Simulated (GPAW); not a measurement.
Ta, 1 atom in the cell. The typed cell holds 1 atom: a = 2.878 Å, b = 2.876 Å, c = 2.867 Å, α = 107.90°, β = 109.43°, γ = 112.18°.  The cell isn't the ideal one: cell sheared at random, sigma 0.03, atoms nudged by 0.01 Å.

```yaml
Program: GPAW 26.7.0
Task: relaxation of cell and atoms
Functional: BLYP
Potentials_or_basis: PAW data sets generated in the run's folder for this functional
Cutoff: 600 eV
Basis: pw
k_mesh: 7 × 7 × 7
Occupations: fermi-dirac, width 0.05 eV
Spin: no spin polarisation
Target_pressure: -2 GPa
Eigensolver: davidson
Maxiter: 150
Optimizer: BFGS
Fmax: 0.01 eV/Å
Max_steps: 40
Target_pressure: -2 GPa
Convergence: density=1e-06 energy=1e-06 eigenstates=1e-10
```

Potentials or basis: PAW data sets generated in the run's folder for this functional, pw.

Command:

```sh
$ gpaw-setup -f BLYP Ta
$ OMP_NUM_THREADS=1 python run.py
```

Hardware: 1 thread of Intel(R) Xeon(R) Platinum 8259CL CPU @ 2.50GHz (Skylake/Cascade Lake), on a shared host.

Problem. How long does it take, and how much memory?

Solution. Run time: 6.1 min on 1 thread of Intel(R) Xeon(R) Platinum 8259CL CPU @ 2.50GHz (Skylake/Cascade Lake), on a shared host, peak memory 0.24 GiB. Counts: scf iterations 73, plane waves 612, bands 15, k points 172, ion steps 8.
